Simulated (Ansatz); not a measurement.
This log comes from Ansatz, run on a 3-atom cell of BaF2 built on the fluorite structure (relaxed group Fm-3m). The cell was relaxed beforehand with PBEsol.

The cell given to it:
```
CELL_PARAMETERS angstrom
0.00000 3.06904 3.06904
3.06904 0.00000 3.06904
3.06904 3.06904 0.00000
ATOMIC_POSITIONS crystal
Ba 0.00000 0.00000 0.00000
F 0.75000 0.75000 0.75000
F 0.25000 0.25000 0.25000
```

What the program printed (shortened):
```
Pseudopotential: Ba, paw, valence charge 10, recommended cutoff 420 eV (normal)
Pseudopotential: F, paw, valence charge 7, recommended cutoff 420 eV (normal)
Functional definition: PBEsol
Crystal: 3 atoms, lattice volume = 57.815 Å³
Basis set: ecut = 420 eV, 1139 PW (Γ)
Bands: 16, of which v1, the nominal top of the filled ones, is band 12 counted from 1 (11 counted from 0)
Symmetry: 48 space group operations
k-points: 46 of 216 (irreducible under 4 space group operations, time reversal used)
SCF 1 converged in 8 iterations: F = -7469.619682 eV  dr2 = 1.53e-12
Free energy (F): -7469.619682 eV
Fermi energy:    3.265935 eV
--- Per-component energies (eV) ---
  E_band       = -97.036399
  E_kinetic    = 582.960891
  E_local      = -1526.398219
  E_nonlocal   = 205.710575
  E_hartree    = 574.957632
  E_xc         = -326.098107
  E_vxc        = -340.927162
  E_paw        = -5527.514073
  E_vpaw       = -168.301770
  E_ewald      = -1453.478757
  E_core_change = 0.236318
--- Band table (eV; the first three rows and the last of 46) ---
  k-point 0: bands = […, 1.6877, 1.6877, 1.6877, 3.1746, 3.1746, 3.1746, 10.1213, 12.6032, 12.6032, 14.9349]
  k-point 1: bands = […, 1.8072, 1.8072, 1.9909, 2.9910, 3.1441, 3.1441, 10.7351, 12.5809, 12.5809, 14.5764]
  k-point 2: bands = […, 2.0238, 2.0238, 2.5868, 2.7193, 3.1097, 3.1097, 11.8306, 12.5885, 12.5885, 13.7541]
  k-point 45: bands = […, 2.1073, 2.5483, 2.5844, 2.9505, 3.0304, 3.1564, 11.0480, 13.0384, 13.1858, 13.5509]
--- Phonons (Γ-DFPT): 2 representative perturbations + reference, on 46 of 216 k-points ---
  Γ frequencies (cm⁻¹): 0.00 0.00 0.00 180.11 180.11 180.11 241.08 241.08 241.08
  ε∞ (high-frequency dielectric tensor):
        2.417111     0.000000     0.000000
        0.000000     2.417111     0.000000
        0.000000     0.000000     2.417111
  ε⁰ (static dielectric tensor: ions relaxed, cell fixed):
        8.478949     0.000000     0.000000
        0.000000     8.478949     0.000000
        0.000000     0.000000     8.478949
  ε⁰ − ε∞ (ionic part):
        6.061837     0.000000     0.000000
        0.000000     6.061837     0.000000
        0.000000     0.000000     6.061837
  Born effective charges Z* (e; rows j = field, columns β = displacement):
    site 0:
         2.62232    0.00000    0.00000
         0.00000    2.62232    0.00000
         0.00000    0.00000    2.62232
    site 1:
        -1.31116    0.00000    0.00000
         0.00000   -1.31116    0.00000
         0.00000    0.00000   -1.31116
    site 2:
        -1.31116    0.00000    0.00000
         0.00000   -1.31116    0.00000
         0.00000    0.00000   -1.31116
  optical modes at Γ without the LO–TO term, one row a degenerate level:
      ω (cm⁻¹)  modes    IR ((D/Å)²/amu)
        180.11      3            15.9916
        241.08      3             0.0000
  optical modes at Γ + LO–TO along q̂ = [1.0000, 0.0000, 0.0000]:
      ω (cm⁻¹)  modes    IR ((D/Å)²/amu)
        180.11      2            10.6611
        241.08      3             0.0000
        337.34      1             5.3305
  optical modes at Γ + LO–TO along q̂ = [0.0000, 1.0000, 0.0000]: as above
  optical modes at Γ + LO–TO along q̂ = [0.0000, 0.0000, 1.0000]: as above
```

**Question.** What input produced it? Give the YAML.

**Answer.**
```yaml
crystal:
  # lattice and atoms as above
kpoints:
  mp_grid: { grid: [6, 6, 6] }
hamiltonian:
  xc: pbesol
scf:
  occupations: { method: fixed }
phonons:
  method: dfpt
  dielectric: true
  qpoints: [[0, 0, 0]]
  rigid_motions: translations
```
Frequencies at Γ with ε∞ and Born charges come from phonons by dfpt with dielectric on. Not every key shows in the log; this is the file that was used.

Command: `ansatz run input.yaml --threads 2 --pin off --max-ram 20275MiB --backend cpu --events-out ev --progress --plain --runs-dir out`. Wall time 7.5 s on 2 threads of AMD EPYC 7R13 Processor (Zen 3), on a shared host, load about 2.4 per core; peak host memory 0.71 GiB.

(Simulation; spin polarisation is off.)

The runs are scalar-relativistic, without spin-orbit coupling.
